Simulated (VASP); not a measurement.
# WS2 in VASP: a series of runs

Aim: see how the results for WS2 move with the level of theory and the settings. Levels: PBEsol, PBE. Tasks: single point, equation of state.

Program: VASP 6.6.1. These are calculated values, not measurements. Logs are shortened: lines on timing, memory, paths and dates and some standing lists are left out, and cuts for length are marked.

### 1 The slab as given

The cell holds a slab with vacuum, 9 atoms: a = 3.183 Å, b = 3.183 Å, c = 28.532 Å, α = 90.00°, β = 90.00°, γ = 120.00°.

### 2 Single point, PBEsol

Input file INCAR:

```
ALGO = Normal ; EDIFF = 1E-7
ENCUT = 520 ; GGA = PS
ISIF = 2 ; ISMEAR = -1
KPAR = 4 ; LASPH = True
LCHARG = False ; LREAL = False
LWAVE = False ; NBANDS = 49
NELM = 80 ; PREC = Accurate
SIGMA = 0.05
```

Input file KPOINTS:

```
k-points
0
Gamma
  10 10 1
```

Input file POSCAR:

```
WS2
1.0
    3.1829541699      0.0000000000      0.0000000000
   -1.5914770850      2.7565191702      0.0000000000
    0.0000000000      0.0000000000     28.5322178600
W S
3 6
Direct
    0.6666666667      0.3333333333      0.4343616800
    0.6666666667      0.3333333333      0.8855337800
    0.0000000000      0.0000000000      0.6592864300
    0.6666666667      0.3333333333      0.6046252100
    0.0000000000      0.0000000000      0.3797102500
    0.0000000000      0.0000000000      0.8308482800
    0.6666666667      0.3333333333      0.7139522100
    0.0000000000      0.0000000000      0.4890304200
    0.0000000000      0.0000000000      0.9401857300
```

Potentials or basis: VASP PAW PBE potentials, release 64 (W_sv, S).

Launch:

```sh
> cat potpaw_PBE.64/W_sv/POTCAR potpaw_PBE.64/S/POTCAR > POTCAR
> mpirun -np 4 vasp_std > vasp.out
```

OUTCAR:

```text
EDIFF = 1E-7
   ENCUT = 520
   GGA = PS
   ISIF = 2
   ISMEAR = -1
   LASPH = True
   LREAL = False
   NELM = 80
   PREC = Accurate

 ion  position               nearest neighbor table
   1  0.667  0.333  0.434-   5 2.41   5 2.41   5 2.41   8 2.41   8 2.41   8 2.41
   2  0.667  0.333  0.886-   9 2.41   9 2.41   9 2.41   6 2.41   6 2.41   6 2.41
   3  0.000  0.000  0.659-   4 2.41   4 2.41   4 2.41   7 2.41   7 2.41   7 2.41
   4  0.667  0.333  0.605-   3 2.41   3 2.41   3 2.41
   5  0.000  0.000  0.380-   1 2.41   1 2.41   1 2.41
   6  0.000  0.000  0.831-   2 2.41   2 2.41   2 2.41
   7  0.667  0.333  0.714-   3 2.41   3 2.41   3 2.41
   8  0.000  0.000  0.489-   1 2.41   1 2.41   1 2.41
   9  0.000  0.000  0.940-   2 2.41   2 2.41   2 2.41

  LATTYP: Found a hexagonal cell.
 ALAT       =     3.1829541699
 C/A-ratio  =     8.9640680754

  Lattice vectors:

 A1 = (   3.1829541699,   0.0000000000,   0.0000000000)
 A2 = (  -1.5914770850,   2.7565191702,   0.0000000000)
 A3 = (   0.0000000000,   0.0000000000,  28.5322178600)

Analysis of symmetry for initial positions (statically):
=====================================================================
 Subroutine PRICEL returns:
 Original cell was already a primitive cell.

 Routine SETGRP: Setting up the symmetry group for a
 hexagonal supercell.

 Subroutine GETGRP returns: Found  6 space group operations
 (whereof  6 operations were pure point group operations)
 out of a pool of 24 trial point group operations.

The static configuration has the point symmetry C_3v.

Analysis of symmetry for dynamics (positions and initial velocities):
=====================================================================
 Subroutine PRICEL returns:
 Original cell was already a primitive cell.

 Routine SETGRP: Setting up the symmetry group for a
 hexagonal supercell.

 Subroutine GETGRP returns: Found  6 space group operations
 (whereof  6 operations were pure point group operations)
 out of a pool of 24 trial point group operations.

The dynamic configuration has the point symmetry C_3v.

 Subroutine INISYM returns: Found  6 space group operations
 (whereof  6 operations are pure point group operations),
 and found     1 'primitive' translations

----------------------------------------------------------------------------------------

                                     Primitive cell

  volume of cell :     250.3381

  direct lattice vectors                    reciprocal lattice vectors
     3.182954170  0.000000000  0.000000000     0.314173547  0.181388182  0.000000000
    -1.591477085  2.756519170  0.000000000     0.000000000  0.362776363  0.000000000
     0.000000000  0.000000000 28.532217860     0.000000000  0.000000000  0.035048099

  length of vectors
     3.182954170  3.182954170 28.532217860     0.362776363  0.362776363  0.035048099

  position of ions in fractional coordinates (direct lattice)
     0.666666667  0.333333333  0.434361680
     0.666666667  0.333333333  0.885533780
     0.000000000  0.000000000  0.659286430
     0.666666667  0.333333333  0.604625210
     0.000000000  0.000000000  0.379710250
     0.000000000  0.000000000  0.830848280
     0.666666667  0.333333333  0.713952210
     0.000000000  0.000000000  0.489030420
     0.000000000  0.000000000  0.940185730

  ion indices of the primitive-cell ions
   primitive index   ion index
                 1           1
                 2           2
                 3           3
                 4           4
                 5           5
                 6           6
                 7           7
                 8           8
                 9           9

----------------------------------------------------------------------------------------

 KPOINTS: k-points

Automatic generation of k-mesh.
 Grid dimensions read from file:
 generate k-points for:   10   10    1

 Generating k-lattice:

  Cartesian coordinates                     Fractional coordinates (reciprocal lattice)
     0.031417355  0.018138818  0.000000000     0.100000000 -0.000000000  0.000000000
     0.000000000  0.036277636  0.000000000     0.000000000  0.100000000  0.000000000
     0.000000000  0.000000000  0.035048099     0.000000000  0.000000000  1.000000000

  Length of vectors
     0.036277636  0.036277636  0.035048099

  Shift w.r.t. Gamma in fractional coordinates (k-lattice)
     0.000000000  0.000000000  0.000000000

 Subroutine IBZKPT returns following result:
 ===========================================

 Found     14 irreducible k-points:

 Following reciprocal coordinates:
            Coordinates               Weight
  0.000000  0.000000  0.000000      1.000000
  0.100000  0.000000  0.000000      6.000000
  0.200000  0.000000  0.000000      6.000000
  0.300000  0.000000  0.000000      6.000000
  0.400000  0.000000  0.000000      6.000000
  0.500000  0.000000  0.000000      3.000000
  0.100000  0.100000  0.000000      6.000000
  0.200000  0.100000  0.000000     12.000000
  0.300000  0.100000  0.000000     12.000000
  0.400000  0.100000  0.000000     12.000000
  0.200000  0.200000  0.000000      6.000000
  0.300000  0.200000  0.000000     12.000000
  0.400000  0.200000  0.000000      6.000000
  0.300000  0.300000  0.000000      6.000000
   k-points           NKPTS =     14   k-points in BZ     NKDIM =     14   number of bands    NBANDS=     49
   number of dos      NEDOS =    301   number of ions     NIONS =      9
   total plane-waves  NPLWV = 124416
   dimension x,y,z NGX =    24 NGY =   24 NGZ =  216
   dimension x,y,z NGXF=    48 NGYF=   48 NGZF=  432
   ions per type =               3   6
   NGX,Y,Z   is equivalent  to a cutoff of  12.54, 12.54, 12.59 a.u.
   NGXF,Y,Z  is equivalent  to a cutoff of  25.07, 25.07, 25.17 a.u.
 SYSTEM =  unknown system
   PREC   = accura    normal or accurate (medium, high low for compatibility)
   ISTART =      0    job   : 0-new  1-cont  2-samecut
   ICHARG =      2    charge: 1-file 2-atom 10-const
   ISPIN  =      1    spin polarized calculation?
   LNONCOLLINEAR =      F non collinear calculations
   LSORBIT =      F    spin-orbit coupling
   LASPH  =      T    aspherical Exc in radial PAW
   ENCUT  =  520.0 eV  38.22 Ry    6.18 a.u.   5.92  5.92 53.05*2*pi/ulx,y,z
   NELM   =     80;   NELMIN=  2; NELMDL= -5     # of ELM steps
   EDIFF  = 0.1E-06   stopping-criterion for ELM
   LREAL  =      F    real-space projection
   EDIFFG = 0.1E-05   stopping-criterion for IOM
   NSW    =      0    number of steps for IOM
   IBRION =     -1    ionic relax: 0-MD 1-quasi-New 2-CG
   NFREE  =      0    steps in history (QN), initial steepest desc. (CG)
   ISIF   =      2    stress and relaxation
   ISYM   =      2    0-nonsym 1-usesym 2-fastsym
   POTIM  = 0.5000    time-step for ionic-motion
   TEBEG  =    0.0;   TEEND  =   0.0 temperature during run
   PSTRESS=    0.0 pullay stress
   NELECT =      78.0000    total number of electrons
   NUPDOWN=      -1.0000    fix difference up-down
   EMIN   =  10.00;   EMAX   =-10.00  energy-range for DOS
   EFERMI =   0.00;   METHOD = LEGACY
   ISMEAR =    -1;   SIGMA  =   0.05  broadening in eV -4-tet -1-fermi 0-gaus
   EFERMI_NEDOS =   21; number of points for ismear=-14 and -15
   IALGO  =     38    algorithm
   IMIX   =      4    mixing-type and parameters
     AMIX     =   0.40;   BMIX     =  1.00
     AMIX_MAG =   1.60;   BMIX_MAG =  1.00
  volume/ion in A,a.u.               =      27.82       187.71
  Fermi-wavevector in a.u.,A,eV,Ry     =   1.109849  2.097311 16.759190  1.231766
  Thomas-Fermi vector in A             =   2.246394
   LORBIT       =      0    0 simple, 1 ext, 2 COOP (PROOUT), +10 PAW based schemes
   GGA     = PS    functional components
   LHFCALC =     F    Hartree Fock is set to
   AEXX    =    0.0000 exact exchange contribution
   IVDW    =     0    specifies the selected vdW correction
   LEPSILON=     F    determine dielectric tensor
   LRPA    =     F    only Hartree local field effects (RPA)
 non-spin polarized calculation
  energy-cutoff  :      520.00
  volume of cell :      250.34
 maximum number of plane-waves:      6792
 NGX is ok and might be reduce to    24
   NGX = 11   NGY = 11   NGZ =107

 number of electron      78.0000002 magnetization

 Free energy of the ion-electron system (eV)
  ---------------------------------------------------
  ext. energy  EPLUGINS =         0.00000000
  ---------------------------------------------------
  free energy    TOTEN  =       -75.76134211 eV

  energy without entropy =      -75.76134204  energy(sigma->0) =      -75.76134208

 E-fermi :   3.3147     XC(G=0):  -7.5384

 val. band max:        2.6600407413   @ k =   0.0000   0.0000   0.0000
 cond. band min:       4.1050401478   @ k =   0.2000   0.2000   0.0000
 fundamental gap:      1.4449994064
 Fermi energy:         3.3147120467

 k-point     1 :       0.0000    0.0000    0.0000
  band No.  band energies     occupation
      1     -71.7411      2.00000
      2     -71.7401      2.00000
      3     -71.7400      2.00000
      4     -35.9874      2.00000
      5     -35.9863      2.00000
      6     -35.9861      2.00000
[... 41 lines left out ...]
     48       5.3127      0.00000
     49       5.3422      0.00000

 k-point     2 :       0.1000    0.0000    0.0000
  band No.  band energies     occupation
      1     -71.7395      2.00000
      2     -71.7385      2.00000
      3     -71.7384      2.00000
      4     -35.9815      2.00000
      5     -35.9804      2.00000
      6     -35.9802      2.00000
[... 41 lines left out ...]
     48       5.2016      0.00000
     49       5.4183      0.00000

 k-point     3 :       0.2000    0.0000    0.0000
  band No.  band energies     occupation
      1     -71.7352      2.00000
      2     -71.7343      2.00000
      3     -71.7342      2.00000
      4     -35.9660      2.00000
      5     -35.9649      2.00000
      6     -35.9647      2.00000
[... 561 lines left out ...]
     48       6.1454      0.00000
     49       7.0516      0.00000

 k-point    14 :       0.3000    0.3000    0.0000
  band No.  band energies     occupation
      1     -71.7224      2.00000
      2     -71.7215      2.00000
      3     -71.7214      2.00000
      4     -36.1005      2.00000
      5     -36.0993      2.00000
      6     -36.0990      2.00000
[... 41 lines left out ...]
     48       6.1951      0.00000
     49       7.5225      0.00000

------------------------ aborting loop because EDIFF is reached ----------------------------------------

  FORCE on cell =-STRESS in cart. coord.  units (eV):
  Direction    XX          YY          ZZ          XY          YZ          ZX
  --------------------------------------------------------------------------------------
  -------------------------------------------------------------------------------------
  Total       -3.7223492     -3.7223492     -1.0793534      0.0000000      0.0000000      0.0000000
  in kB      -23.8232363    -23.8232363     -6.9079205      0.0000000      0.0000000      0.0000000
  external PRESSURE =     -18.1847977 kB  Pullay stress =       0.0000000 kB

 VOLUME and BASIS-vectors are now :
 -----------------------------------------------------------------------------
  energy-cutoff  :      520.00
  volume of cell :      250.34
      direct lattice vectors                 reciprocal lattice vectors
     3.182954170  0.000000000  0.000000000     0.314173547  0.181388182  0.000000000
    -1.591477085  2.756519170  0.000000000     0.000000000  0.362776363  0.000000000
     0.000000000  0.000000000 28.532217860     0.000000000  0.000000000  0.035048099

 POSITION                                       TOTAL-FORCE (eV/Angst)
 -----------------------------------------------------------------------------------
      1.59148      0.91884     12.39330         0.000000      0.000000     -0.006722
      1.59148      0.91884     25.26624         0.000000      0.000000     -0.002491
      0.00000      0.00000     18.81090        -0.000000      0.000000      0.003893
      1.59148      0.91884     17.25130        -0.000000      0.000000      0.079638
      0.00000      0.00000     10.83398        -0.000000      0.000000      0.099407
      0.00000      0.00000     23.70594        -0.000000      0.000000      0.088994
      1.59148      0.91884     20.37064         0.000000     -0.000000     -0.080090
      0.00000      0.00000     13.95312        -0.000000     -0.000000     -0.082014
      0.00000      0.00000     26.82558        -0.000000      0.000000     -0.100614
 -----------------------------------------------------------------------------------
    total drift:                               -0.000000      0.000000     -0.000319

  FREE ENERGIE OF THE ION-ELECTRON SYSTEM (eV)
  ---------------------------------------------------
  free  energy   TOTEN  =       -75.7613421101 eV

  energy  without entropy=      -75.7613420404  energy(sigma->0) =      -75.76134208
```

It took 2 min on 4 MPI ranks of AMD EPYC 7R13 (Zen 3), shared host; peak memory 0.4 GiB.

Results:

```
Free energy            : -75.7613 eV
Largest force          : 0.101 eV/Å
Band gap on the k mesh : 1.45 eV, indirect (least direct gap 2.11 eV)
```

Forces on the atoms (eV/Å):
```
W    0.000  0.000 -0.007
W    0.000  0.000 -0.002
W    0.000  0.000  0.004
S    0.000  0.000  0.080
S    0.000  0.000  0.099
S    0.000  0.000  0.089
S    0.000  0.000 -0.080
S    0.000  0.000 -0.082
S    0.000  0.000 -0.101
```

Caveat: the PAW data sets were made with another functional, which shifts forces and pressure a little; spin-orbit coupling is left out, which moves the levels of the heavy elements. As with any semilocal functional, this PBEsol gap is likely too small.

### 3 Equation of state, PBEsol, 26.15 Å³/atom (volume scaled by 0.94)

INCAR is that of step 2.

KPOINTS is that of step 2.

Changes to POSCAR since step 2:

```diff
@@ -2,5 +2,5 @@
 1.0
-    3.1829541699      0.0000000000      0.0000000000
-   -1.5914770850      2.7565191702      0.0000000000
-    0.0000000000      0.0000000000     28.5322178600
+    3.1179776895      0.0000000000      0.0000000000
+   -1.5589888448      2.7002478875      0.0000000000
+    0.0000000000      0.0000000000     27.9497642665
 W S
```

Potentials or basis: VASP PAW PBE potentials, release 64 (W_sv, S).

Launch:

```sh
> cat potpaw_PBE.64/W_sv/POTCAR potpaw_PBE.64/S/POTCAR > POTCAR
> mpirun -np 4 vasp_std > vasp.out
```

Run time: 1.9 min. Hardware: 4 MPI ranks of AMD EPYC 7R13 (Zen 3), shared host; peak memory 0.39 GiB.

The run converged. Its results:

| Item | Value |
| --- | --- |
| Free energy | -75.6092 eV |
| Largest force | 1.118 eV/Å |
| Band gap on the k mesh | 1.44 eV, indirect (least direct gap 2.28 eV) |

Caveat: the PAW data sets were made with another functional, which shifts forces and pressure a little; spin-orbit coupling is left out, which moves the levels of the heavy elements.

### 4 Equation of state, PBEsol, 26.70 Å³/atom (volume scaled by 0.96)

INCAR is that of step 3.

KPOINTS is that of step 3.

Changes to POSCAR since step 3:

```diff
@@ -2,5 +2,5 @@
 1.0
-    3.1179776895      0.0000000000      0.0000000000
-   -1.5589888448      2.7002478875      0.0000000000
-    0.0000000000      0.0000000000     27.9497642665
+    3.1399360023      0.0000000000      0.0000000000
+   -1.5699680012      2.7192643443      0.0000000000
+    0.0000000000      0.0000000000     28.1466000775
 W S
```

Launch:

```sh
> cat potpaw_PBE.64/W_sv/POTCAR potpaw_PBE.64/S/POTCAR > POTCAR
> mpirun -np 4 vasp_std > vasp.out
```

Run time: 2.1 min. Hardware: 4 MPI ranks of AMD EPYC 7R13 (Zen 3), shared host; peak memory 0.39 GiB.

Results (log left out):

* Free energy: -75.7359 eV
* Largest force: 0.687 eV/Å
* Band gap on the k mesh: 1.44 eV, indirect (least direct gap 2.22 eV)

Caveat: the PAW data sets were made with another functional, which shifts forces and pressure a little; spin-orbit coupling is left out, which moves the levels of the heavy elements.

### 5 Equation of state, PBEsol, 27.26 Å³/atom (volume scaled by 0.98)

INCAR is that of step 4.

KPOINTS is that of step 4.

Changes to POSCAR since step 4:

```diff
@@ -2,5 +2,5 @@
 1.0
-    3.1399360023      0.0000000000      0.0000000000
-   -1.5699680012      2.7192643443      0.0000000000
-    0.0000000000      0.0000000000     28.1466000775
+    3.1615914177      0.0000000000      0.0000000000
+   -1.5807957089      2.7380184841      0.0000000000
+    0.0000000000      0.0000000000     28.3407206950
 W S
```

Launch:

```sh
> cat potpaw_PBE.64/W_sv/POTCAR potpaw_PBE.64/S/POTCAR > POTCAR
> mpirun -np 4 vasp_std > vasp.out
```

Wall time 1.9 min (4 MPI ranks of AMD EPYC 7R13 (Zen 3), shared host); peak memory 0.4 GiB.

The run converged. Its results:

```
Free energy            : -75.7838 eV
Largest force          : 0.289 eV/Å
Band gap on the k mesh : 1.44 eV, indirect (least direct gap 2.16 eV)
```

Caveat: the PAW data sets were made with another functional, which shifts forces and pressure a little; spin-orbit coupling is left out, which moves the levels of the heavy elements.

### 6 Equation of state, PBEsol, 28.37 Å³/atom (volume scaled by 1.02)

INCAR is that of step 5.

KPOINTS is that of step 5.

Changes to POSCAR since step 5:

```diff
@@ -2,5 +2,5 @@
 1.0
-    3.1615914177      0.0000000000      0.0000000000
-   -1.5807957089      2.7380184841      0.0000000000
-    0.0000000000      0.0000000000     28.3407206950
+    3.2040339509      0.0000000000      0.0000000000
+   -1.6020169755      2.7747747961      0.0000000000
+    0.0000000000      0.0000000000     28.7211784520
 W S
```

Potentials or basis: VASP PAW PBE potentials, release 64 (W_sv, S).

Launch:

```sh
> cat potpaw_PBE.64/W_sv/POTCAR potpaw_PBE.64/S/POTCAR > POTCAR
> mpirun -np 4 vasp_std > vasp.out
```

It took 2.1 min on 4 MPI ranks of AMD EPYC 7R13 (Zen 3), shared host; peak memory 0.4 GiB.

It converged, with:

```
Free energy            : -75.6755 eV
Largest force          : 0.444 eV/Å
Band gap on the k mesh : 1.44 eV, indirect (least direct gap 2.05 eV)
```

Caveat: the PAW data sets were made with another functional, which shifts forces and pressure a little; spin-orbit coupling is left out, which moves the levels of the heavy elements.

### 7 Equation of state, PBEsol, 28.93 Å³/atom (volume scaled by 1.04)

INCAR is that of step 6.

KPOINTS is that of step 6.

Changes to POSCAR since step 6:

```diff
@@ -2,5 +2,5 @@
 1.0
-    3.2040339509      0.0000000000      0.0000000000
-   -1.6020169755      2.7747747961      0.0000000000
-    0.0000000000      0.0000000000     28.7211784520
+    3.2248399492      0.0000000000      0.0000000000
+   -1.6124199746      2.7927933191      0.0000000000
+    0.0000000000      0.0000000000     28.9076848367
 W S
```

Launch:

```sh
> cat potpaw_PBE.64/W_sv/POTCAR potpaw_PBE.64/S/POTCAR > POTCAR
> mpirun -np 4 vasp_std > vasp.out
```

Run time: 1.9 min. Hardware: 4 MPI ranks of AMD EPYC 7R13 (Zen 3), shared host; peak memory 0.4 GiB.

The run converged. Its results:

| Item | Value |
| --- | --- |
| Free energy | -75.5331 eV |
| Largest force | 0.762 eV/Å |
| Band gap on the k mesh | 1.44 eV, indirect (least direct gap 2.00 eV) |

Caveat: the PAW data sets were made with another functional, which shifts forces and pressure a little; spin-orbit coupling is left out, which moves the levels of the heavy elements.

### 8 Equation of state, PBEsol, 29.48 Å³/atom (volume scaled by 1.06)

INCAR is that of step 7.

KPOINTS is that of step 7.

Changes to POSCAR since step 7:

```diff
@@ -2,5 +2,5 @@
 1.0
-    3.2248399492      0.0000000000      0.0000000000
-   -1.6124199746      2.7927933191      0.0000000000
-    0.0000000000      0.0000000000     28.9076848367
+    3.2453808848      0.0000000000      0.0000000000
+   -1.6226904425      2.8105822912      0.0000000000
+    0.0000000000      0.0000000000     29.0918151822
 W S
```

Launch:

```sh
> cat potpaw_PBE.64/W_sv/POTCAR potpaw_PBE.64/S/POTCAR > POTCAR
> mpirun -np 4 vasp_std > vasp.out
```

Run time: 2.1 min. Hardware: 4 MPI ranks of AMD EPYC 7R13 (Zen 3), shared host; peak memory 0.4 GiB.

It converged, with:

| Quantity | Value |
| --- | --- |
| Free energy | -75.3399 eV |
| Largest force | 1.056 eV/Å |
| Band gap on the k mesh | 1.44 eV, indirect (least direct gap 1.95 eV) |

Caveat: the PAW data sets were made with another functional, which shifts forces and pressure a little; spin-orbit coupling is left out, which moves the levels of the heavy elements.

[end of part 1 of 2]
